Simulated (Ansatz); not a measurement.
Runs of Ansatz 0.2.0 on Ag. Symmetry: P6_3/mmc, No. 194, hexagonal system. Conventional cell: a = 2.930 Å, b = 2.930 Å, c = 4.790 Å, α = 90.00°, β = 90.00°, γ = 120.00°. Ag (site symmetry -6m2) has 12 Ag at 2.93 Å as nearest neighbours. This isn't the form of Ag at room conditions, which is fcc.

| task | level | cell | k mesh | cutoff (eV) | mesh quality | gap on the mesh (eV) | pressure (GPa) | relaxed volume (Å³/atom) |
| --- | --- | --- | --- | --- | --- | --- | --- | --- |
| projected density of states | HSE06 | as given | 6 × 6 × 3 | 420 | coarse | none | 1.1 | - |
| relaxation of cell and atoms | PBE | relaxed | 10 × 10 × 6 | 420 | not flagged | none | 0.0 | 17.92 |
| relaxation of cell and atoms | PBE+D3(BJ) | relaxed | 10 × 10 × 6 | 420 | not flagged | none | 0.0 | 16.97 |
| projected density of states | PBEsol | as given | 6 × 6 × 3 | 420 | coarse | none | -5.1 | - |
| projected density of states | PBE0 | as given | 6 × 6 × 3 | 420 | coarse | none | 1.1 | - |
| relaxation of cell and atoms | PBE+D3(BJ)-ATM | relaxed | 10 × 10 × 6 | 420 | not flagged | none | 0.0 | 17.16 |
| projected density of states | r2SCAN | as given | 6 × 6 × 3 | 500 | coarse | none | -1.4 | - |
| relaxation of cell and atoms | PBE+D4 | relaxed | 10 × 10 × 6 | 420 | not flagged | none | 0.0 | (c) |
| projected density of states | r2SCAN0 | as given | 6 × 6 × 3 | 500 | coarse | none | (a) | - |
| projected density of states | LDA | as given | 6 × 6 × 3 | 420 | coarse | none | (b) | - |

Alike in all rows: potentials or basis Ansatz PAW; no spin polarisation; smearing fermi-dirac 0.05 eV.

Q: Fill in the values left out.

A: (a) -0.4; (b) -9.5; (c) 17.09.

Caveats: some runs use coarse meshes; the PAW data sets come from PBE, with cores solved anew for the run's functional, which leaves a small shift of forces and pressure (some runs); the density of states is complete only up to the lowest level of the last band computed (some runs); the plane-wave basis is chosen anew once the cell has moved, so the energies of steps on either side of that aren't comparable (some runs); the thresholds are loose for stress (some runs); pairwise dispersion overbinds metals, which lowers pressure and volume (some runs).

A k mesh can miss the band edges, and the runs leave out spin-orbit coupling on Ag.

A gap of «none» marks a metal or a gap under the smearing width.
